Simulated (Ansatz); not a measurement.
# GaN: the cost of one run

All numbers are computed with Ansatz 0.2.0 through its Python package. Level of theory: DFT PBEsol, plane waves, PAW.

The COD entry's cell or inner coordinates are ideal or old and differ from later refinements, so a difference from it is no clean test against experiment.

## (1) Starting point

The structure is hexagonal, space group P6_3mc (No. 186). Conventional cell: a = 3.180 Å, b = 3.180 Å, c = 5.166 Å, α = 90.00°, β = 90.00°, γ = 120.00°. Ga (site symmetry 3m) has 4 N at 1.94 to 1.95 Å as nearest neighbours. N (site symmetry 3m) is surrounded by 4 Ga at 1.94 to 1.95 Å.

No structure file is read: the coordinates are typed or built in the script.

## (2) Script

File gan_mass.py:

```python
'''Band curvature masses of GaN.'''

import ansatz as az
import numpy as np
from pymatgen.core import Lattice, Structure
from pymatgen.io.ase import AseAtomsAdaptor

pmg_structure = Structure(
    Lattice([(3.18, 0.0, 0.0), (-1.59, 2.75396078, 0.0), (0.0, 0.0, 5.166)]),
    ['Ga', 'Ga', 'N', 'N'],
    [
        (1 / 3, 2 / 3, 0.0),
        (2 / 3, 1 / 3, 0.5),
        (1 / 3, 2 / 3, 0.375),
        (2 / 3, 1 / 3, 0.875),
    ],
)
structure = az.Crystal.from_ase(AseAtomsAdaptor.get_atoms(pmg_structure))

base = (
    structure.calculation()
    .functional('pbesol')
    .kpoints(6, 6, 3)  # sampling of the Brillouin zone
    .basis(550)
    .occupations('fixed')
)
# find the band extrema among the mesh points first
done = base.band_table().run()
summary = done.report
levels = np.array(summary['eigenvalues_ev'])
filled = round(summary['n_electrons'] / 2)
edges = {'top filled band': (filled - 1, levels[:, filled - 1].argmax()), 'lowest empty band': (filled, levels[:, filled].argmin())}
gap = levels[:, filled].min() - levels[:, filled - 1].max()
print(f'gap on the mesh {gap:.3f} eV')
if gap <= 0.05:
    print('no gap: band-edge masses have no meaning here')
    edges = {}
reciprocal = 2 * np.pi * np.linalg.inv(done.lattice.cell_ang).T
step = 0.03  # 1/A

# second differences give the curvature tensor; masses are hbar^2/m_e = 7.61996 eV A^2 over its eigenvalues
# a slope that is not zero means that the extremum lies off this mesh point
pairs = [(0, 1), (0, 2), (1, 2)]
moves = [sign * axis for axis in np.eye(3) for sign in (-1, 1)]
moves += [s1 * np.eye(3)[i] + s2 * np.eye(3)[j] for i, j in pairs for s1 in (1, -1) for s2 in (1, -1)]
for name, (band, index) in edges.items():
    together = int(np.sum(np.abs(levels[index] - levels[index, band]) < 2e-3))
    print(name, 'at k =', np.round(summary['kpoints_frac'][index], 4), f'E = {levels[index, band]:.4f} eV, degeneracy {together}')
    centre = np.array(summary['kpoints_frac'][index]) @ reciprocal
    points = [centre] + [centre + step * move for move in moves]
    table = base.band_structure(points, intervals=1, cartesian=True).run().band_structure().channels[0].eigenvalues_ev
    if together > 1:
        level = np.flatnonzero(np.abs(levels[index] - levels[index, band]) < 2e-3)
        along = (table[1, level] + table[2, level] - 2 * table[0, level]) / step ** 2
        print('  degenerate level, no single mass tensor; masses of its branches along x:', np.round(7.61996 / along, 3), 'm_e')
        continue
    e = table[:, band]
    hessian = np.diag((e[1:7:2] + e[2:7:2] - 2 * e[0]) / step ** 2)
    for (i, j), (pp, pm, mp, mm) in zip(pairs, e[7:].reshape(3, 4)):
        hessian[i, j] = hessian[j, i] = (pp - pm - mp + mm) / (4 * step ** 2)
    curvatures, axes = np.linalg.eigh(hessian)
    slope = (e[2:7:2] - e[1:7:2]) / (2 * step)
    print('  slope (eV A):', np.round(slope, 3) + 0.0, '' if np.abs(slope).max() < 0.05 else '- no extremum here, so these are local curvatures and no band-edge masses')
    for curvature, axis in zip(curvatures, axes.T):
        print(f'  principal mass {7.61996 / curvature:8.3f} m_e along', np.round(axis, 2) + 0.0)
```

## (3) The input behind the calls

The package turns the script's settings into the engine's input (first run):

```yaml
crystal:
  lattice:
    - [3.18, 0.0, 0.0]
    - [-1.59, 2.75396078, 0.0]
    - [0.0, 0.0, 5.166]
  atoms:
    - { symbol: Ga, position: [0.3333333333333333, 0.6666666666666666, 0.0] }
    - { symbol: Ga, position: [0.6666666666666666, 0.3333333333333333, 0.5] }
    - { symbol: "N", position: [0.3333333333333333, 0.6666666666666666, 0.375] }
    - { symbol: "N", position: [0.6666666666666666, 0.3333333333333333, 0.8750000000000001] }
basis:
  ecutwfc: 550.0
kpoints:
  mp_grid:
    grid: [6, 6, 3]
hamiltonian:
  xc: pbesol
scf:
  occupations:
    method: fixed
output:
  eigenvalues: true
```

## (4) The run

Run with:

```
$ python gan_mass.py
```

Q: Estimate wall time and peak memory on 1 thread of Arm Neoverse V1, shared host.

About 9.8 s, with a peak of 0.44 GiB.
